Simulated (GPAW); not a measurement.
# ZnSe (Stilleite) (F-43m) in GPAW: single point with PBE

Aim: the single point of ZnSe (Stilleite) with PBE.

Everything below comes from runs of GPAW 26.7.0. Logs are shortened: lines on timing, memory, paths and dates and some standing lists are left out, and cuts for length are marked. The log counts tension as positive stress, the text compression.

## Step 1: The structure

The structure is cubic, space group F-43m (No. 216). The conventional cell has a = 5.668 Å, b = 5.668 Å, c = 5.668 Å, α = 90.00°, β = 90.00°, γ = 90.00°. Around Se (site symmetry -43m) lie 4 Zn at 2.45 Å. Around Zn (site symmetry -43m) lie 4 Se at 2.45 Å.

## Step 2: Single point, PBE

The input, run.py:

```python
from ase import Atoms
from ase.dft.bandgap import bandgap
from ase.io import write
from ase.units import GPa
from gpaw import GPAW, PW

atoms = Atoms(['Se', 'Zn'],
              cell=[[0.0, 2.8338, 2.8338],
                    [2.8338, 0.0, 2.8338],
                    [2.8338, 2.8338, 0.0]],
              scaled_positions=[[0.75, 0.75, 0.75],
                                [0.0, 0.0, 0.0]],
              pbc=True)

calc = GPAW(mode=PW(700),
            xc='PBE',
            kpts={'size': (7, 7, 7), 'gamma': True},
            occupations={'name': 'fermi-dirac', 'width': 0.05},
            nbands=18,
            convergence={'density': 1e-05, 'energy': 1e-05},
            maxiter=60,
            txt='gpaw.txt')
atoms.calc = calc
energy = atoms.get_potential_energy()
forces = atoms.get_forces()
stress = atoms.get_stress()
calc.write('gs.gpw')
write('result.traj', atoms)
print(f'Energy: {energy:.6f} eV')
print('Forces (eV/A):')
print(forces.round(4))
print('Stress (GPa):', (stress / GPa).round(3))
print('Fermi level:', round(calc.get_fermi_level(), 4), 'eV')
print(f'Gap: {bandgap(calc)[0]:.4f} eV, direct: {bandgap(calc, direct=True)[0]:.4f} eV')
```

Potentials or basis: GPAW PAW data sets (gpaw-data 1.2.1), pw.

Command:

```console
$ OMP_NUM_THREADS=1 python run.py
```

gpaw.txt:

```text
__  _  _
 | _ |_)|_||  |
 |__||  | ||/\| - 26.7.0

Input parameters:
  mode=PW(ecut=700.0),
  convergence={'density': 1e-05, 'energy': 1e-05},
  kpts=MonkhorstPack(size=(7, 7, 7), gamma=True),
  maxiter=60,
  nbands=18,
  occupations=Occupations(name='fermi-dirac', width=0.05),
  xc=XC(name='PBE')

Diagonalizing LCAO Hamiltonian
Converting LCAO to pw mode

                    Se

       Zn

Atoms  # Å, Bohr magnetons
|   | symbol |        x |        y |        z |    initial magnetic moments |
|---|--------|----------|----------|----------|-----------------------------|
| 0 |     Se | 4.250700 | 4.250700 | 4.250700 | ( 0.0000,  0.0000,  0.0000) |
| 1 |     Zn | 0.000000 | 0.000000 | 0.000000 | ( 0.0000,  0.0000,  0.0000) |

Unit cell  # Å
| periodic |        x |        y |        z |  lengths |    angles |
|----------|----------|----------|----------|----------|-----------|
|      yes | 0.000000 | 2.833800 | 2.833800 | 4.007598 | 60.000000 |
|      yes | 2.833800 | 0.000000 | 2.833800 | 4.007598 | 60.000000 |
|      yes | 2.833800 | 2.833800 | 0.000000 | 4.007598 | 60.000000 |

Number of symmetries: 24
Symmetry operations  # r_c * U_cc + t_c -> r_c
|    | kind |            matrix            |
|----|------|------------------------------|
|  0 |  E   |  1, 0, 0,  0, 1, 0,  0, 0, 1 |
|  1 |  σ   |  1, 0, 0,  0, 0, 1,  0, 1, 0 |
|  2 |  σ   |  1, 0,-1,  0, 1,-1,  0, 0,-1 |
|  3 |  C3  |  1, 0,-1,  0, 0,-1,  0, 1,-1 |
|  4 |  C3  |  1,-1, 0,  0,-1, 1,  0,-1, 0 |
|  5 |  σ   |  1,-1, 0,  0,-1, 0,  0,-1, 1 |
|  6 |  σ   |  0, 1, 0,  1, 0, 0,  0, 0, 1 |
|  7 |  C3  |  0, 1, 0,  0, 0, 1,  1, 0, 0 |
|  8 |  C2  |  0, 1,-1,  1, 0,-1,  0, 0,-1 |
|  9 |  S4  |  0, 1,-1,  0, 0,-1,  1, 0,-1 |
| 10 |  C3  |  0, 0, 1,  1, 0, 0,  0, 1, 0 |
| 11 |  σ   |  0, 0, 1,  0, 1, 0,  1, 0, 0 |
| 12 |  S4  |  0, 0,-1,  1, 0,-1,  0, 1,-1 |
| 13 |  C3  |  0, 0,-1,  0, 1,-1,  1, 0,-1 |
| 14 |  S4  |  0,-1, 1,  1,-1, 0,  0,-1, 0 |
| 15 |  C2  |  0,-1, 1,  0,-1, 0,  1,-1, 0 |
| 16 |  C3  |  0,-1, 0,  1,-1, 0,  0,-1, 1 |
| 17 |  S4  |  0,-1, 0,  0,-1, 1,  1,-1, 0 |
| 18 |  S4  | -1, 1, 0, -1, 0, 1, -1, 0, 0 |
| 19 |  C3  | -1, 1, 0, -1, 0, 0, -1, 0, 1 |
| 20 |  C3  | -1, 0, 1, -1, 1, 0, -1, 0, 0 |
| 21 |  S4  | -1, 0, 1, -1, 0, 0, -1, 1, 0 |
| 22 |  σ   | -1, 0, 0, -1, 1, 0, -1, 0, 1 |
| 23 |  C2  | -1, 0, 0, -1, 0, 1, -1, 1, 0 |

BZ-sampling:
  Number of BZ points: 343
  Number of IBZ points: 20

  Monkhorst-Pack size: [7, 7, 7]
  Monkhorst-Pack shift: [0, 0, 0]

K-points  # in reciprocal-cell coordinates
|     |                                coordinates |     weight |
|-----|--------------------------------------------|------------|
|   0 | (  0.00000000,   0.00000000,   0.00000000) | 0.00291545 |
|   1 | (  0.14285714,   0.14285714,   0.00000000) | 0.01749271 |
|   2 | (  0.14285714,   0.14285714,   0.14285714) | 0.02332362 |
|   3 | (  0.28571429,   0.14285714,   0.14285714) | 0.03498542 |
|   4 | (  0.28571429,   0.28571429,   0.00000000) | 0.01749271 |
|   5 | (  0.28571429,   0.28571429,   0.14285714) | 0.06997085 |
|   6 | (  0.28571429,   0.28571429,   0.28571429) | 0.02332362 |
|   7 | (  0.42857143,  -0.28571429,  -0.28571429) | 0.03498542 |
|   8 | (  0.42857143,   0.28571429,  -0.42857143) | 0.13994169 |
|   9 | (  0.42857143,   0.28571429,  -0.28571429) | 0.06997085 |
| ... |                                            |            |
|  19 | (  0.42857143,   0.42857143,   0.42857143) | 0.02332362 |

Plane wave coefficients: 1924
Cutoff: 700.0 eV

Spin-components: 1 (collinear spins)
Bands:           18
Projectors:      11
Spin-degeneracy: 2
Datatype:        complex128

Parallelization:
  kpt:    1
  domain: 1
  band:   1

Density:
  Valence electrons: 18.0
  Components: 1
  Grid points: [25 25 25]
  Charge: 0.0  # |e|

Potential:
  Grid points: [25 25 25]

species:
  Se:
    name:    Selenium
    Z:       34.0
    valence: 6
    core:    28
    charge:  0.0  # [|e|]
    compensation charges:
      type: gauss
      rc: 0.27  # [Å]
      lmax: 2
    cutoffs:
      filter: 1.77  # [Å]
      core: 2.67  # [Å]
    projectors
    | kind |    occ | energy [eV] | rcut [Å] |
    |------|--------|-------------|----------|
    |   4s |  2.000 |     -17.277 |    0.847 |
    |   4p |  4.000 |      -6.512 |    1.005 |
    |    s |        |       9.935 |    0.847 |
    |    p |        |      20.699 |    1.005 |
    |    d |        |       0.000 |    0.847 |

    Using partial waves for Se as LCAO basis

  Zn:
    name:    Zinc
    Z:       30.0
    valence: 12
    core:    18
    charge:  0.0  # [|e|]
    compensation charges:
      type: gauss
      rc: 0.37  # [Å]
      lmax: 2
    cutoffs:
      filter: 2.14  # [Å]
      core: 2.28  # [Å]
    projectors
    | kind |    occ | energy [eV] | rcut [Å] |
    |------|--------|-------------|----------|
    |   4s |  2.000 |      -5.977 |    1.286 |
    |   4p |  0.000 |      -1.117 |    1.270 |
    |   3d | 10.000 |     -10.142 |    1.180 |
    |    s |        |      21.234 |    1.286 |
    |    p |        |      26.095 |    1.270 |
    |    d |        |      17.070 |    1.180 |

    Using partial waves for Zn as LCAO basis

Reference energy: -114964.858784  # eV

eigensolver:
  PPCG
  Converge bands: occupied
  niter=2

density mixing:
  MSR1-Mixer
  Pratt-step length: 0.05
  Maximum mixing coefficient: 0.75
  Old densities: 10
  SVD Regularization: 0.005
  Good broyden scale: 1.0
  Trust region scale: 1.0
  Backstep threshold: 4.0
  History deletion threshold: 6.0
  Fourier metric: weight=20.0, sigma=0.015

occupation numbers:
  Fermi-Dirac:
    width: 0.0500  # eV

poisson solver:
  ecut: 5600.0  # eV

xc functional:
  name: PBE with 2 nearest neighbor stencil

convergence criteria:
- Maximum integral of absolute [dens]ity change: 1e-05 electrons / valence electron
- Maximum [total energy] change in last 3 cyles: 1e-05 eV / valence electron
- Maximum integral of absolute [eigenst]ate change: 4e-08 eV^2 / valence electron
maximum number of iterations: 60

SCF iterations
|iter     | |      energy | eigst |  dens |
|---------|-|-------------|-------|-------|
|iter:   1| |   -6.339032 | -0.24 |       |
|iter:   2| |   -6.281603 | -2.20 | -1.24 |
|iter:   3| |   -6.099502 | -1.64 | -1.28 |
|iter:   4| |   -6.099495 | -2.61 | -1.83 |
|iter:   5| |   -6.100580 | -3.66 | -2.31 |
|iter:   6| |   -6.100553 | -4.22 | -2.93 |
|iter:   7| |   -6.100575c| -5.19 | -3.51 |
|iter:   8| |   -6.100580c| -5.93 | -3.93 |
|iter:   9| |   -6.100580c| -8.05c| -5.04c|

Converged in 9 steps
Energy contributions relative to reference atoms: (reference = -114964.858784)

Energy contributions:
  Kinetic:          13.008774
  Coulomb:         -11.065991
  Zero:             -0.037824
  External:          0.000000
  Xc:               -8.005539
  Entropy:          -0.000000
  Spinorbit:         0.000000
  ----------------------------
  Free energy:      -6.100580
  Extrapolated:     -6.100580

dipole moment: (-7.093823, -7.093823, -7.093823)  # |e|*Ang

Fermi level: 4.552
Eigenvalues  # (at kpt = [0.000, 0.000, 0.000])
| band index |      eig [eV] | occ [0-2] |
|------------|---------------|-----------|
|          0 |        -9.374 |     2.000 |
|          1 |        -2.645 |     2.000 |
|          2 |        -2.645 |     2.000 |
|          3 |        -2.645 |     2.000 |
|          4 |        -2.279 |     2.000 |
|          5 |        -2.279 |     2.000 |
|          6 |         3.873 |     2.000 |
|          7 |         3.873 |     2.000 |
|          8 |         3.873 |     2.000 |
|          9 |         5.171 |     0.000 |
|         10 |         9.684 |     0.000 |
|         11 |         9.684 |     0.000 |
|         12 |         9.684 |     0.000 |
|         13 |        13.832 |     0.000 |
|         14 |        15.345 |     0.000 |
|         15 |        15.345 |     0.000 |
|         16 |        16.945 |     0.000 |
|         17 |        16.945 |     0.000 |

Gap: 1.298 eV
Transition (v -> c):
  (s=0, k=0, n=8, [0.00, 0.00, 0.00]) -> (s=0, k=0, n=9, [0.00, 0.00, 0.00])
No difference between direct/indirect transitions

Forces  # eV/Ang
|        x |        y |        z |
|----------|----------|----------|
|  0.00000 |  0.00000 |  0.00000 |  # Se   0
| -0.00000 | -0.00000 | -0.00000 |  # Zn   1

Stress tensor  # eV/Ang^3
|         x |         y |         z |
|-----------|-----------|-----------|
| -0.013131 |  0.000000 | -0.000000 |
|  0.000000 | -0.013131 | -0.000000 |
| -0.000000 | -0.000000 | -0.013131 |

# Writing to gs.gpw (mode='')
```

Run time: 9.9 s. Hardware: 1 thread of Arm Neoverse V2, shared host; peak memory 0.16 GiB.

Results:

```
Free energy            : -6.1006 eV
Pressure               : 2.1 GPa
Band gap on the k mesh : 1.30 eV, direct
```

Expect the measured gap to be larger: semilocal functionals such as PBE lack the derivative discontinuity.
